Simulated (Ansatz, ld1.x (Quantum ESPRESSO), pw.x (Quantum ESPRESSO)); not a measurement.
Equation-of-state test of one ultrasoft potential (gallium)

gallium (Ga), ultrasoft, made with ld1.x (Quantum ESPRESSO) 7.5 (PBE, scalar-relativistic). Core [Ar] 3d10, reference 4s2 4p1. Waves: 4s (bound): rcut 1.80, rcutus 2.20 bohr; 4s channel at 0.4 Ry: rcut 1.80, rcutus 2.20 bohr; 4p (bound): rcut 2.50, rcutus 2.75 bohr; 4p channel at 3 Ry: rcut 2.50, rcutus 2.75 bohr; 4d channel at 0.05 Ry: rcut 2.05, rcutus 2.50 bohr; 4d channel at 2.6 Ry: rcut 2.05, rcutus 2.50 bohr. Local part: all-electron potential smoothed inside 1.95 bohr (lloc = -1). Core correction: Bessel-smoothed model core, default radius (core density twice the valence density). Augmentation charge: PSQ, radius 1.30 bohr.

Atomic tests: cutoffs needed: 6 Ry and 8 Ry (the cutoffs (Ry, on a coarse ladder) from which the occupation-weighted sum of valence levels, in a spherical-Bessel basis at the reference potential, stays within 10 and 1 mRy of its value at 400 Ry); ghost test: no extra level below or beside the all-electron valence levels (s, p, d, f tested) (spherical-Bessel basis up to 400 Ry, 20 bohr box); largest excitation error: -199 meV (all-electron minus pseudo) for 4s1 4p0, out of 7 test configurations.

Crystal test: bcc Ga in pw.x 7.5, no spin, 14³ k-points, Fermi–Dirac smearing 0.01 Ry, cutoffs 40/360 Ry. The reference is all-electron LAPW (Ansatz 0.2.0) with the same functional, mesh and smearing; V0 and B0 come from Birch–Murnaghan fits to the pressures at five volumes. Errors are pseudo minus all-electron; Δ is the rms difference of the E(V) curves that follow from these fits, minima aligned, over ±6 % about the mean V0. Mesh and smearing are coarse, so the numbers serve the comparison and aren't converged zero-temperature values; the lattice is a test structure that the element need not adopt.

All-electron: a0 = 3.373 Å (V0 = 19.18 Å³/atom), B0 = 46.6 GPa.

**Question.** How far does the potential miss the all-electron equation of state?

**Answer.** mean pressure error (GPa): +0.85; a0 (Å): 3.392; a0 error (%): +0.59; B0 error (%): +5.6; Δ (meV/atom): 3.7. This is a poor potential for the solid.

```csv
V (Å³/atom),P all-electron (GPa),P pseudo (GPa)
18.452,2.00,3.23
18.937,0.61,1.62
19.423,-0.57,0.25
19.909,-1.57,-0.92
20.394,-2.44,-1.91
```

**Question.** At the middle volume, how do free energy and pressure move when the wave cutoff is lowered (ecutrho held at 360 Ry)?

**Answer.**

```tsv
cutoff (Ry)	shift of F (meV/atom)	shift of P (GPa)
18	+5.4	+0.02
24	+0.6	-0.02
32	+0.0	+0.00
```

The run at the middle volume (104 k-points, 7 iterations) took about 8.3 s on one core of a shared host (Neoverse-V1, 64 threads, 495 GiB, load 11).
